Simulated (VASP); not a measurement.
# HfO2: single point with PBEsol

Crystal: HfO2.

```
Hf O
1.0
    -3.56901   -3.56901    0.00000
     0.00000    0.00000    5.18784
    -3.56901    7.13802    0.00000
Hf O
6 12
Direct
  0.17585 0.51232 0.35004
  0.81785 0.48565 0.66669
  0.48468 0.52558 0.00445
  0.67606 0.00930 0.34037
  0.34455 0.99577 0.68409
  0.98515 0.02213 0.00283
  0.52067 0.71449 0.51102
  0.14358 0.70359 0.83183
  0.86412 0.69394 0.16741
  0.33009 0.84053 0.18266
  0.02646 0.82548 0.49824
  0.64083 0.79746 0.85421
  0.31535 0.32736 0.16984
  0.00200 0.30435 0.50419
  0.67339 0.29680 0.84377
  0.48970 0.20843 0.51147
  0.20247 0.21230 0.85031
  0.80365 0.20850 0.16387
```

The cell comes from a database or a generator and needn't be the stable form of this composition.

| Property | Result |
| --- | --- |
| Program | VASP 6.6.1 |
| Task | single point |
| Functional | PBEsol |
| Potentials or basis | VASP PAW PBE potentials, release 64 (Hf_pv, O) |
| Cutoff | 520 eV |
| k mesh | 2 × 2 × 2, shifted |
| Occupations | fermi-dirac, width 0.0388 eV |
| Spin | no spin polarisation |
| Dipole correction | no |
| Further INCAR settings | LREAL = Auto; ALGO = Fast; EDIFF = 1e-07; NBANDS = 81 |

```
Pressure               : -1.7 GPa
Largest force          : 1.960 eV/Å
Band gap on the k mesh : 4.73 eV, direct
```

Forces on the atoms (eV/Å):
```
Hf   0.201 -0.533  0.417
Hf  -0.874 -0.184  0.187
Hf  -0.882  0.020 -1.180
Hf  -0.153  0.369  0.470
Hf   0.997 -0.020  0.986
Hf  -0.990  0.408 -0.425
O   -0.206 -0.031 -0.332
O    0.287  0.396  0.519
O    1.480  1.112  0.645
O   -0.043 -1.217 -0.838
O    0.697  0.195 -0.995
O   -0.779 -0.808  0.048
O   -0.147  0.425  0.298
O    0.518  1.046  0.489
O   -0.210 -0.772  0.298
O   -0.569 -1.133  0.109
O    1.036  0.786 -0.357
O   -0.364 -0.059 -0.336
```

Stress tensor (GPa, compression positive):
```
-0.09 -0.09  1.68
-0.09 -2.36 -1.74
 1.68 -1.74 -2.65
```

Levels at points of the mesh, in eV from the valence-band top:
| k point | band 63 | band 64 | band 65 | band 66 | band 67 | band 68 | band 69 | band 70 |
| --- | --- | --- | --- | --- | --- | --- | --- | --- |
| (0.25, 0.25, 0.25) | -0.49 | -0.33 | -0.16 | 0.00 | 4.73 | 5.17 | 5.35 | 5.44 |

Wall time 2.5 min on 1 thread of Intel(R) Xeon(R) 6975P-C (Granite Rapids) (shared host), peak memory 0.34 GiB.

Caveat: the k mesh is coarse (spacing up to 0.66 Å⁻¹), so the values aren't converged; the PAW data sets were made with another functional, which shifts forces and pressure a little; spin-orbit coupling is left out, which moves the levels of the heavy elements. A k mesh can miss the band edges.
